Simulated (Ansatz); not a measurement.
**The polar optical mode of MgO at 6 GPa, worked through**

The calculation used Ansatz 0.2.0, DFT LDA, scalar-relativistic, plane waves, PAW. Cutoff 420 eV, 10×10×10 k-points (Γ-centred), fixed occupations. No spin polarisation. Phonons by linear response, acoustic sum rule imposed.

The cell, relaxed at 6 GPa:
Space group Fm-3m (No. 225). a = 4.114 Å, b = 4.114 Å, c = 4.114 Å, α = 90.00°, β = 90.00°, γ = 90.00°
```
atom site symmetry x y z
  Mg    4a m-3m  0.0000  0.0000  0.0000
   O    4b m-3m  0.5000  0.0000  0.0000
```

Linear response gives ν_TO = 439.8 cm⁻¹, Born charges ±1.953 e (positive on Mg) and ε∞ = 3.150. The primitive cell holds 17.411 Å³, and the masses are 24.305 and 15.999 amu.

Task: Find ν_LO and the static dielectric constant.

Result: The long-wave field adds a restoring force: ω_LO² − ω_TO² = Z*²e²/(ε_vac ε∞ μV). In these units ν_LO² − ν_TO² = 4.92064×10⁷ Z*²/(μ V ε∞) cm⁻², with μ = m₁m₂/(m₁ + m₂) = 9.648 amu: 354845 cm⁻². So ν_LO = √(439.8² + 354845) = 740.4 cm⁻¹, and the run gives 740.4. Lyddane–Sachs–Teller then gives ε0 = ε∞ (ν_LO/ν_TO)² = 8.93, against 8.93 in the run (it forms both from the same three quantities, so the match checks the arithmetic only). Between ν_TO and ν_LO the dielectric function is negative and an undamped crystal reflects fully: a reststrahlen band from 13.5 to 22.7 μm.

Task: What do the Clausius–Mossotti polarisability and the Szigeti charge come to?

Result: With the Lorentz local field, α = (3V/4π)(ε∞ − 1)/(ε∞ + 2) = 1.74 Å³ for the pair, and e_S = 3Z*/(ε∞ + 2) = 1.14 e. The Born charge includes the electrons' response to the dipole's own local field, and e_S takes that enhancement out. The Lorentz field assumes point-like polarisable ions, a fair picture at this small ε∞.

Task: How strongly does a slow electron couple to the LO mode?

Result: For one isotropic parabolic band, Fröhlich's constant is α_F = (1/ε∞ − 1/ε0) √(m* Ry/ħω_LO), with Ry = 13.606 eV, ħω_LO = 91.8 meV and m* in free-electron masses: α_F = 0.2055 × 12.17 × √m* = 2.50 √m*. The band mass isn't part of this run; for m* = 0.1, 0.3 and 1 it gives 0.79, 1.37, 2.50. In weak coupling the polaron lies α_F ħω_LO below the band edge (126 meV at m* = 0.3) with a mass m*(1 + α_F/6); past α_F of about 5 or 6 that expansion fails. A semilocal functional's ε∞ tends to be too large, which taken alone lowers α_F.

Cost: 1 run of about 0.31 core-minutes, on Intel Xeon Processor @ 2.50GHz (Skylake/Cascade Lake) (shared hosts).

The wide LO–TO splitting reflects nearly full ionic charges in a small cell of light atoms, with only weak electronic screening of the long-range field. Most of the static dielectric response therefore comes from displacement of the ions, not from the electrons, as expected for a wide-gap ionic oxide.

The Born charge of 1.953 e lies close to the formal value, but this doesn't make the ions rigid. In the Lorentz picture, the much smaller Szigeti charge suggests that short-range overlap distorts the electron clouds and opposes the ionic dipole, while the local field largely restores it. Neither charge is a static ionic charge, so 1.14 e is no evidence that Mg is only half ionised.

For electrons, the dispersive, s-like conduction band of MgO favours a light mass and so probably a mobile large polaron with moderate coupling. That picture can't be carried over to holes, whose flatter O 2p bands and short-range lattice distortion can favour self-trapping outside the Fröhlich description.
